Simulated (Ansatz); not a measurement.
# TiB2 (P6/mmm) in Ansatz: further runs, part 2 of 2

Ansatz 0.2.0. Earlier steps stand in the parts before.

### Step 3. Relaxation of cell and atoms, PBEsol, target pressure 5 GPa, at which the enthalpy is minimised

File input.yaml:

```yaml
crystal:
  lattice:
    - [3.0292, 0.0, 0.0]
    - [-1.5146, 2.6233641531, 0.0]
    - [0.0, 0.0, 3.2284]
  atoms:
    - { symbol: Ti, position: [0.0, 0.0, 0.0] }
    - { symbol: B, position: [0.6666666667, 0.3333333333, 0.5] }
    - { symbol: B, position: [0.3333333333, 0.6666666667, 0.5] }
hamiltonian:
  xc: pbesol
  pseudopotentials: { kind: paw }
kpoints:
  mp_grid: { grid: [10, 10, 8] }
scf:
  occupations: { method: fermi_dirac, width: 0.05 }
output:
  forces: true
  stress: true
  eigenvalues: true
relax:
  f_tol: 0.01
  max_steps: 40
  cell: { stress_tol: 0.05, p_target: 5.0 }
```

Potentials or basis: Ansatz PAW.

The run is started by

```console
> ansatz run input.yaml --threads 2 --pin off --max-ram 5632MiB --backend cpu --events-out ev --progress --plain --runs-dir out
```

Standard output:

```text
Warning: RAYON_NUM_THREADS=2 ignored (pool sized by the plan → 2); use --threads N
Engine: ansatz 0.2.0, aarch64-unknown-linux-gnu
Pseudopotentials: kind: paw
Pseudopotential: Ti, paw, valence charge 12, recommended cutoff 420 eV (normal), Ti.paw.azcp
Pseudopotential: B, paw, valence charge 3, recommended cutoff 420 eV (normal), B.paw.azcp
Functional definition: PBEsol
  exchange = pbesol_x
  correlation = pbesol_c
Crystal: 3 atoms, lattice volume = 25.655 Å³
Basis set: ecut = 420 eV, 503 PW (Γ), exchange–correlation on 48×48×48 points (8 copies of the dense FFT grid, shifted against one another)
Bands: 13, of which v1, the nominal top of the filled ones, is band 9 counted from 1 (8 counted from 0)
Symmetry: 24 space group operations
Space group: P6/mmm (ITA 191), of the structure as read, at distance tolerance 2.9e-5 Å
k-points: 70 of 800
Non-local potential: Ti, projectors of the file, l = 0: 3, l = 1: 2, l = 2: 3, l = 3: 1
Non-local potential: B, projectors of the file, l = 0: 2, l = 1: 2, l = 2: 1
PAW form: soft (Blöchl's): semilocal exchange-correlation on the pseudo side does not see the compensation charge
PAW frozen core: Ti, regenerated for the run's functional, and the local potential with it (the file was generated under x = pbe(κ = 0.804, μ = 0.2195149727645171), c = pbe(β = 0.06672455060314922))
PAW frozen core: B, regenerated for the run's functional, and the local potential with it (the file was generated under x = pbe(κ = 0.804, μ = 0.2195149727645171), c = pbe(β = 0.06672455060314922))
PAW one-centre angular grid: Ti, 590 points (default); XC on 64 Gauss nodes
PAW one-centre angular grid: B, 110 points (default); XC on 64 Gauss nodes
Initial density: superposition of atomic densities (neutral atoms: chi_scale 0, normalization atom), corrected by the library's trained network
[... 115 lines left out ...]
  E_hartree    = 326.740284
  E_xc         = -165.156359
  E_vxc        = -203.630999  (∫ρ·V_xc dr)
  E_paw        = -1173.508617  (= ΣΔE_a)
  E_vpaw       = -175.945096  (= ΣTr[D̂ρ^β])
  E_aug_tail   = 0.000111  (compensation charges beyond the density's cutoff)
  E_ewald      = -1414.506239
  E_core_change = 0.168806  (= ΣΔE_core)
  E_smearing   = -0.006786  (= −TS)
  E_closure    = 0.000000  (closes the sum)
  Σ components = -2782.609810   (vs F -2782.609810, Δ=0.00e0)
--- Forces (eV/Å), atoms counted from 1 ---
  atom   1  Ti    -0.00000000     0.00000000     0.00000000
  atom   2  B      0.00000000    -0.00000000     0.00000000
  atom   3  B     -0.00000000     0.00000000    -0.00000000
  max |Σ_I F_I| component: 5.55e-17 eV/Å
--- Stress (GPa, compression-positive) ---
        4.998717       0.000000      -0.000000
        0.000000       4.998717      -0.000000
       -0.000000      -0.000000       4.997838
  P = ⅓ Tr σ = 4.9984 GPa (49.984 kbar)
--- Band table (eV; the first three rows and the last of 70) ---
  k-point 0: bands = ["-40.8375", "-17.3014", "-16.9822", "-16.9822", "2.0459", "12.9662", "12.9662", "13.5001", "13.5235", "17.7484", "17.7484", "19.6567", "19.6567"]
  k-point 1: bands = ["-40.8346", "-17.3393", "-16.9792", "-16.9792", "2.2689", "11.8577", "13.1401", "13.1401", "14.9629", "17.2091", "17.2091", "19.2702", "19.2702"]
  k-point 2: bands = ["-40.8276", "-17.4298", "-16.9718", "-16.9718", "2.8840", "10.1412", "13.6506", "13.6506", "16.2099", "16.3244", "16.3244", "18.2823", "18.2823"]
  k-point 69: bands = ["-40.7476", "-17.4314", "-17.3070", "-17.2211", "6.5348", "7.5390", "10.0167", "12.2852", "12.5632", "18.4408", "19.9043", "20.1469", "20.4756"]
--- Relaxed structure (5 steps of the walk, 5 accepted, 2 SCFs on fresh bases) ---
  F+E_penalty+E_count = -2782.60980962 eV   max|allowed force component| = 7.031e-16 eV/Å   (the final SCF, on the basis selected at the relaxed cell)
  cell:  # Å, volume = 24.6711 Å³
    - [3.0003395486610493, 2.109951804075904e-33, 3.1319597091751695e-34]
    - [-1.5001697743305247, 2.598370269119606, -1.280468625979688e-34]
    - [3.3379171811651824e-34, 3.513597032805455e-35, 3.1645905803750276]
  atoms:
    - { symbol: Ti, position: [-3.9321693267111295e-36, 2.0392919506463308e-35, 2.5737787947340145e-85] }
    - { symbol: B, position: [0.6666666666666666, 0.3333333333333333, 0.5] }
    - { symbol: B, position: [0.3333333333333333, 0.6666666666666666, 0.5] }
```

It took 7.2 s on 2 threads of Arm Neoverse V1, shared host; peak memory 0.32 GiB.

Results:

```yaml
Free_energy: -2782.6098 eV
Relaxed_volume: 8.22 Å³/atom
Relaxed_cell: a = 3.000 Å, b = 3.000 Å, c = 3.165 Å, α = 90.00°, β = 90.00°, γ = 120.00°
Space_group_after_relaxing_to_0.05_Å: P6/mmm (No. 191)
Energy_change_on_relaxing_the_enthalpy_is_what_falls: -0.8 meV/atom
Ionic_steps: 7
Pressure_after_relaxing: 5.0 GPa
Band_gap_on_the_k_mesh: none (metal or under the smearing width)
```

Step by step:
```csv
step,energy change (eV),largest force (eV/Å),volume (Å³)
1,0.0000,0.0000,25.66
2,-0.0067,0.0000,24.83
3,-0.0030,0.0000,24.66
4,-0.0037,0.0000,24.68
5,-0.0026,0.0000,24.68
6,-0.0024,0.0000,24.67
7,-0.0024,0.0000,24.67
```

Final structure:
```
Ti B
1.0
     3.00034    0.00000    0.00000
    -1.50017    2.59837    0.00000
     0.00000    0.00000    3.16459
Ti B
1 2
Direct
  0.00000 0.00000 0.00000
  0.66667 0.33333 0.50000
  0.33333 0.66667 0.50000
```

Levels at points of the mesh, in eV from the Fermi level:
| k point | band 5 | band 6 | band 7 | band 8 | band 9 | band 10 | band 11 | band 12 | band 13 |
| --- | --- | --- | --- | --- | --- | --- | --- | --- | --- |
| (0.00, 0.00, 0.00) | -13.60 | -2.68 | -2.68 | -2.14 | -2.12 | 2.11 | 2.11 | 4.02 | 4.02 |
| (0.00, 0.00, -0.50) | -11.48 | -7.69 | -0.48 | -0.48 | -0.18 | -0.18 | 0.53 | 0.53 | 1.95 |
| (0.00, -0.50, 0.00) | -9.47 | -9.18 | -3.25 | -3.19 | -2.33 | 1.52 | 2.97 | 3.49 | 3.63 |
| (0.00, -0.50, -0.50) | -9.81 | -7.49 | -4.74 | -3.91 | -3.08 | 2.80 | 3.17 | 4.95 | 5.00 |

Caveat: the plane-wave basis is chosen anew once the cell has moved, so the energies of steps on either side of that aren't comparable; the PAW data sets come from PBE, with cores solved anew for the run's functional, which leaves a small shift of forces and pressure.

### Step 4. Relaxation of cell and atoms, PBEsol, target pressure 10 GPa, at which the enthalpy is minimised

input.yaml, as its differences from that of step 3:

```diff
@@ -23,2 +23,2 @@
   max_steps: 40
-  cell: { stress_tol: 0.05, p_target: 5.0 }
+  cell: { stress_tol: 0.05, p_target: 10.0 }
```

The run is started by

```console
> ansatz run input.yaml --threads 2 --pin off --max-ram 5632MiB --backend cpu --events-out ev --progress --plain --runs-dir out
```

Run time: 7.2 s. Hardware: 2 threads of Arm Neoverse V1, shared host; peak memory 0.32 GiB.

The run converged. Its results:

| Quantity | Value |
| --- | --- |
| Free energy | -2782.5903 eV |
| Relaxed volume | 8.08 Å³/atom |
| Relaxed cell | a = 2.985 Å, b = 2.985 Å, c = 3.142 Å, α = 90.00°, β = 90.00°, γ = 120.00° |
| Space group after relaxing (to 0.05 Å) | P6/mmm (No. 191) |
| Energy change on relaxing (the enthalpy is what falls) | +5.7 meV/atom |
| Ionic steps | 7 |
| Pressure after relaxing | 10.0 GPa |
| Band gap on the k mesh | none (metal or under the smearing width) |

The path:
```csv
step,energy change (eV),largest force (eV/Å),volume (Å³)
1,0.0000,0.0000,25.66
2,0.0070,0.0000,24.43
3,0.0168,0.0000,24.23
4,0.0153,0.0000,24.26
5,0.0167,0.0000,24.26
6,0.0171,0.0000,24.25
7,0.0171,0.0000,24.25
```

Final structure:
```yaml
crystal:
  lattice:
    - [2.98536, 0.00000, 0.00000]
    - [-1.49268, 2.58539, 0.00000]
    - [0.00000, 0.00000, 3.14213]
  atoms:
    - { symbol: Ti, position: [0.00000, 0.00000, 0.00000] }
    - { symbol: B, position: [0.66667, 0.33333, 0.50000] }
    - { symbol: B, position: [0.33333, 0.66667, 0.50000] }
```

Levels at points of the mesh, in eV from the Fermi level:
```
             k point  band 5  band 6  band 7  band 8  band 9  band 10  band 11  band 12  band 13
  (0.00, 0.00, 0.00)  -13.68   -2.73   -2.73   -2.18   -2.09     2.16     2.16     4.12     4.12
 (0.00, 0.00, -0.50)  -11.50   -7.75   -0.49   -0.49   -0.19    -0.19     0.54     0.54     2.03
 (0.00, -0.50, 0.00)   -9.55   -9.20   -3.28   -3.22   -2.37     1.57     3.03     3.58     3.70
(0.00, -0.50, -0.50)   -9.88   -7.51   -4.81   -3.96   -3.08     2.89     3.25     5.10     5.13
```

Caveat: the plane-wave basis is chosen anew once the cell has moved, so the energies of steps on either side of that aren't comparable; the PAW data sets come from PBE, with cores solved anew for the run's functional, which leaves a small shift of forces and pressure.

### Step 5. Relaxation of cell and atoms, PBEsol, target pressure 20 GPa, at which the enthalpy is minimised

input.yaml, as its differences from that of step 4:

```diff
@@ -20,2 +20,6 @@
   eigenvalues: true
+  write_density: true
+  write_potential: true
+  elf: true
+  volumetric_format: npy
 relax:
@@ -23,2 +27,2 @@
   max_steps: 40
-  cell: { stress_tol: 0.05, p_target: 10.0 }
+  cell: { stress_tol: 0.05, p_target: 20.0 }
```

Potentials or basis: Ansatz PAW.

The run is started by

```console
> ansatz run input.yaml --threads 2 --pin off --max-ram 5632MiB --backend cpu --events-out ev --progress --plain --runs-dir out
```

Standard output:

```text
Warning: RAYON_NUM_THREADS=2 ignored (pool sized by the plan → 2); use --threads N
Engine: ansatz 0.2.0, aarch64-unknown-linux-gnu
Pseudopotentials: kind: paw
Pseudopotential: Ti, paw, valence charge 12, recommended cutoff 420 eV (normal), Ti.paw.azcp
Pseudopotential: B, paw, valence charge 3, recommended cutoff 420 eV (normal), B.paw.azcp
Functional definition: PBEsol
  exchange = pbesol_x
  correlation = pbesol_c
Crystal: 3 atoms, lattice volume = 25.655 Å³
Basis set: ecut = 420 eV, 503 PW (Γ), exchange–correlation on 48×48×48 points (8 copies of the dense FFT grid, shifted against one another)
Bands: 13, of which v1, the nominal top of the filled ones, is band 9 counted from 1 (8 counted from 0)
Symmetry: 24 space group operations
[... 139 lines left out ...]
  atom   2  B      0.00000000     0.00000000     0.00000000
  atom   3  B      0.00000000    -0.00000000    -0.00000000
  max |Σ_I F_I| component: 7.40e-17 eV/Å
--- Stress (GPa, compression-positive) ---
       19.990839       0.000000      -0.000000
       -0.000000      19.990839       0.000000
       -0.000000       0.000000      19.982417
  P = ⅓ Tr σ = 19.9880 GPa (199.880 kbar)
--- Band table (eV; the first three rows and the last of 70) ---
  k-point 0: bands = ["-39.8859", "-16.3580", "-16.0128", "-16.0128", "2.6201", "13.6326", "13.6326", "14.2080", "14.4131", "18.7238", "18.7238", "20.7634", "20.7634"]
  k-point 1: bands = ["-39.8821", "-16.4054", "-16.0090", "-16.0090", "2.8606", "12.6251", "13.8162", "13.8162", "15.8055", "18.1242", "18.1242", "20.3440", "20.3440"]
  k-point 2: bands = ["-39.8729", "-16.5183", "-15.9996", "-15.9996", "3.5237", "10.8733", "14.3550", "14.3550", "17.1201", "17.1606", "17.1606", "19.2775", "19.2775"]
  k-point 69: bands = ["-39.7753", "-16.5249", "-16.3896", "-16.2891", "7.1498", "8.1576", "10.7465", "13.0337", "13.2783", "19.4902", "21.0121", "21.3374", "21.7007"]
--- Relaxed structure (5 steps of the walk, 5 accepted, 2 SCFs on fresh bases) ---
  F+E_penalty+E_count = -2782.52098895 eV   max|allowed force component| = 4.379e-16 eV/Å   (the final SCF, on the basis selected at the relaxed cell)
  cell:  # Å, volume = 23.5054 Å³
    - [2.958122742539925, 2.109951804075904e-33, -3.296799693868599e-35]
    - [-1.4790613712699625, 2.56180944255207, 1.306884899125017e-34]
    - [-3.513597032805454e-35, 1.405438813122182e-34, 3.1017393885853393]
  atoms:
    - { symbol: Ti, position: [-2.2415065207207284e-34, -7.698327113689916e-35, 6.434446986835036e-85] }
    - { symbol: B, position: [0.6666666666666666, 0.3333333333333334, 0.5000000000000001] }
    - { symbol: B, position: [0.3333333333333334, 0.6666666666666669, 0.5000000000000001] }
```

rho_z.tsv:

```text
# z_ang	rho[e/angstrom^3]
# format = ansatz-planar-average/11
# lattice	2.958122743	0.000000000	-0.000000000
# lattice	-1.479061371	2.561809443	0.000000000
# lattice	-0.000000000	0.000000000	3.101739389
# sites	3
# site	22	-0.000000000	-0.000000000	-0.000000000
# site	5	1.479061371	0.853936481	1.550869694
# site	5	0.000000000	1.707872962	1.550869694
0.000000	1.506267e0
0.129239	1.442589e0
0.258478	1.260358e0
0.387717	9.991935e-1
0.516957	7.363358e-1
0.646196	5.491482e-1
[... 16 lines left out ...]
2.843261	1.260358e0
2.972500	1.442589e0
```

v_z.tsv:

```text
# z_ang	v_es[eV]	v_tot[eV]
# format = ansatz-planar-average/11
# xc	pbesol
# density_cutoff_ev	1680
# datasets	Ti=:simpson_from_first_knot:soft:shift=-797321	B=:simpson_from_first_knot:soft:shift=-132863
# lattice	2.958122743	0.000000000	-0.000000000
# lattice	-1.479061371	2.561809443	0.000000000
# lattice	-0.000000000	0.000000000	3.101739389
# sites	3
# site	22	-0.000000000	-0.000000000	-0.000000000
# site	5	1.479061371	0.853936481	1.550869694
# site	5	0.000000000	1.707872962	1.550869694
0.000000	4.102803e0	-9.236503e0
0.129239	4.358352e0	-8.940875e0
0.258478	5.099709e0	-8.071217e0
0.387717	6.262093e0	-6.705173e0
0.516957	7.696759e0	-5.020868e0
0.646196	9.145375e0	-3.339338e0
[... 16 lines left out ...]
2.843261	5.099709e0	-8.071217e0
2.972500	4.358352e0	-8.940875e0
```

Wall time 7.5 s (2 threads of Arm Neoverse V1, shared host); peak memory 0.33 GiB.

What came out:

```
Free energy                                            : -2782.5210 eV
Relaxed volume                                         : 7.84 Å³/atom
Relaxed cell                                           : a = 2.958 Å, b = 2.958 Å, c = 3.102 Å, α = 90.00°, β = 90.00°, γ = 120.00°
Space group after relaxing (to 0.05 Å)                 : P6/mmm (No. 191)
Energy change on relaxing (the enthalpy is what falls) : +28.8 meV/atom
Ionic steps                                            : 7
Pressure after relaxing                                : 20.0 GPa
Band gap on the k mesh                                 : none (metal or under the smearing width)
```

Step by step:
```csv
step,energy change (eV),largest force (eV/Å),volume (Å³)
1,0.0000,0.0000,25.66
2,0.0692,0.0000,23.67
3,0.0860,0.0000,23.49
4,0.0834,0.0000,23.51
5,0.0855,0.0000,23.51
6,0.0864,0.0000,23.51
7,0.0864,0.0000,23.51
```

Final structure:
```
CELL_PARAMETERS angstrom
2.95812 0.00000 0.00000
-1.47906 2.56181 0.00000
0.00000 0.00000 3.10174
ATOMIC_POSITIONS crystal
Ti 0.00000 0.00000 0.00000
B 0.66667 0.33333 0.50000
B 0.33333 0.66667 0.50000
```

Caveat: the plane-wave basis is chosen anew once the cell has moved, so the energies of steps on either side of that aren't comparable; the PAW data sets come from PBE, with cores solved anew for the run's functional, which leaves a small shift of forces and pressure.

### Step 6. Relaxation of cell and atoms, PBEsol, target pressure 30 GPa, at which the enthalpy is minimised

input.yaml, as its differences from that of step 5:

```diff
@@ -20,6 +20,2 @@
   eigenvalues: true
-  write_density: true
-  write_potential: true
-  elf: true
-  volumetric_format: npy
 relax:
@@ -27,2 +23,2 @@
   max_steps: 40
-  cell: { stress_tol: 0.05, p_target: 20.0 }
+  cell: { stress_tol: 0.05, p_target: 30.0 }
```

Potentials or basis: Ansatz PAW.

The run is started by

```console
> ansatz run input.yaml --threads 2 --pin off --max-ram 5632MiB --backend cpu --events-out ev --progress --plain --runs-dir out
```

Run time: 7 s. Hardware: 2 threads of Arm Neoverse V1, shared host; peak memory 0.32 GiB.

Results (log left out):

```yaml
Free_energy: -2782.4197 eV
Relaxed_volume: 7.62 Å³/atom
Relaxed_cell: a = 2.934 Å, b = 2.934 Å, c = 3.066 Å, α = 90.00°, β = 90.00°, γ = 120.00°
Space_group_after_relaxing_to_0.05_Å: P6/mmm (No. 191)
Energy_change_on_relaxing_the_enthalpy_is_what_falls: +62.6 meV/atom
Ionic_steps: 7
Pressure_after_relaxing: 30.0 GPa
Band_gap_on_the_k_mesh: none (metal or under the smearing width)
```

Step by step:
| step | energy change (eV) | largest force (eV/Å) | volume (Å³) |
| --- | --- | --- | --- |
| 1 | 0.0000 | 0.0000 | 25.66 |
| 2 | 0.1236 | 0.0000 | 23.23 |
| 3 | 0.1941 | 0.0000 | 22.81 |
| 4 | 0.1833 | 0.0000 | 22.86 |
| 5 | 0.1858 | 0.0000 | 22.86 |
| 6 | 0.1877 | 0.0000 | 22.85 |
| 7 | 0.1877 | 0.0000 | 22.85 |

Final structure:
```xyz
3
Lattice="2.9338 0.0000 0.0000 -1.4669 2.5408 0.0000 0.0000 0.0000 3.0658" Properties=species:S:1:pos:R:3 pbc="T T T"
Ti    0.0000    0.0000    0.0000
B     1.4669    0.8469    1.5329
B     0.0000    1.6938    1.5329
```

Levels at points of the mesh, in eV from the Fermi level:
| k point | band 6 | band 7 | band 8 | band 9 | band 10 | band 11 | band 12 | band 13 |
| --- | --- | --- | --- | --- | --- | --- | --- | --- |
| (0.00, 0.00, 0.00) | -2.90 | -2.90 | -2.30 | -1.98 | 2.37 | 2.37 | 4.49 | 4.49 |
| (0.00, 0.00, -0.50) | -7.97 | -0.50 | -0.50 | -0.24 | -0.24 | 0.59 | 0.59 | 2.32 |
| (0.00, -0.50, 0.00) | -9.27 | -3.36 | -3.33 | -2.53 | 1.73 | 3.28 | 3.88 | 3.94 |
| (0.00, -0.50, -0.50) | -7.58 | -5.06 | -4.17 | -3.05 | 3.21 | 3.53 | 5.58 | 5.65 |

Caveat: the plane-wave basis is chosen anew once the cell has moved, so the energies of steps on either side of that aren't comparable; the PAW data sets come from PBE, with cores solved anew for the run's functional, which leaves a small shift of forces and pressure.

### Step 7. Summary

```tsv
cell	target pressure (GPa)	gap on the mesh (eV)	pressure (GPa)
relaxed to 2 GPa	2	none	2.0
relaxed to 5 GPa	5	none	5.0
relaxed to 10 GPa	10	none	10.0
relaxed to 20 GPa	20	none	20.0
relaxed to 30 GPa	30	none	30.0
```

Alike in all rows: task relaxation of cell and atoms; level PBEsol; potentials or basis Ansatz PAW; no spin polarisation; k mesh 10 × 10 × 8; cutoff (eV) 420; smearing fermi-dirac 0.05 eV.

Caveats: the plane-wave basis is chosen anew once the cell has moved, so the energies of steps on either side of that aren't comparable; the PAW data sets come from PBE, with cores solved anew for the run's functional, which leaves a small shift of forces and pressure.

Absolute energies hang on the potentials; compare differences alone.
